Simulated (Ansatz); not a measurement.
# Sr: the cost of one run

Program: Ansatz 0.2.0. Level of theory: DFT PBE, scalar-relativistic, plane waves, PAW. These are calculated values, not measurements.

## 1. Starting point

The structure is hexagonal, space group P6_3/mmc (No. 194). Conventional cell: a = 4.310 Å, b = 4.310 Å, c = 7.050 Å, α = 90.00°, β = 90.00°, γ = 120.00°. Around Sr (site symmetry -6m2) lie 12 Sr at 4.31 Å.

Coordinates:

```cif
data_structure
_symmetry_space_group_name_H-M 'P6_3/mmc'
_symmetry_Int_Tables_number 194
_cell_length_a 4.3100
_cell_length_b 4.3100
_cell_length_c 7.0500
_cell_angle_alpha 90.000
_cell_angle_beta 90.000
_cell_angle_gamma 120.000
_cell_volume 113.42
loop_
_atom_site_label
_atom_site_type_symbol
_atom_site_symmetry_multiplicity
_atom_site_Wyckoff_symbol
_atom_site_fract_x
_atom_site_fract_y
_atom_site_fract_z
_atom_site_occupancy
Sr1 Sr 2 c 0.33333 0.66667 0.25000 1
```

No relaxation comes first: the listed cell is the starting point.

## 2. The reference cell

The reference gives a free energy of -7088.4473 eV, pressure -0.29 GPa, largest force 0.000 eV/Å and gap on the mesh none (metal). It was computed beforehand with the settings of the runs below.

## 3. Setting up a strain scan

The cell is strained by ε times the Voigt pattern (0, 0, 1, 0, 0, 0) (xx, yy, zz, yz, xz, xy; engineering shear), with fractional coordinates fixed (clamped ions). The stress on the pattern is the sum of the stress components weighted by it, tension positive.

## 4. Point ε = -0.0200

Contents of input.yaml:

```yaml
crystal:
  lattice:
    - [4.3100002207, 0.0, 0.0]
    - [-2.1550001104, 3.7325696814, 0.0]
    - [0.0, 0.0, 6.909]
  atoms:
    - { symbol: Sr, position: [0.3333333333, 0.6666666667, 0.25] }
    - { symbol: Sr, position: [0.6666666667, 0.3333333333, 0.75] }
basis:
  ecutwfc: 420
kpoints:
  mp_grid: { grid: [15, 15, 8] }
hamiltonian:
  xc: pbe
scf:
  occupations: { method: gaussian, width: 0.15 }
output:
  forces: true
  stress: true
  eigenvalues: true
```

What time and memory should one allow on 1 thread of an Arm CPU, shared host?

About 8.3 s, with a peak of 0.44 GiB.
